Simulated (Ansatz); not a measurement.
## MgO2 in Ansatz: the effect of functional

MgO2:

```
Mg O
1.0
     1.61539    0.93265    3.51712
    -1.61539    0.93265    3.51712
     0.00000   -1.86529    3.51712
Mg O
1 2
Cartesian
  0.0000 0.0000 0.0000
  0.0000 0.0000 6.0271
  0.0000 0.0000 4.5243
```

The cell comes from a database or a generator and needn't be the stable form of this composition.

The cell isn't the ideal one: volume scaled by 1.02.

Alike in all runs:

* Program: Ansatz 0.2.0
* Task: single point
* Potentials or basis: Ansatz PAW
* k mesh: 10 × 10 × 10
* Occupations: fermi-dirac, width 0.05 eV
* Spin: no spin polarisation

One run gave: gap on the mesh 2.07 eV; pressure -12.2 GPa; largest force 0.53 eV/Å. Which functional did it use?
A. PBEsol
B. LDA
C. r2SCAN

B.

| functional | cutoff | gap on the mesh (eV) | pressure (GPa) | largest force (eV/Å) |
| --- | --- | --- | --- | --- |
| LDA | 420 eV (not typed: the program's choice for these potentials) | 2.07 | -12.2 | 0.53 |
| PBEsol | 420 eV (not typed: the program's choice for these potentials) | 2.11 | -7.1 | 0.39 |
| r2SCAN | 500 eV (not typed: the program's choice for these potentials) | 2.83 | -7.8 | 0.30 |

Caveats: the PAW data sets come from PBE, with cores solved anew for the run's functional, which leaves a small shift of forces and pressure.

A k mesh can miss the band edges.
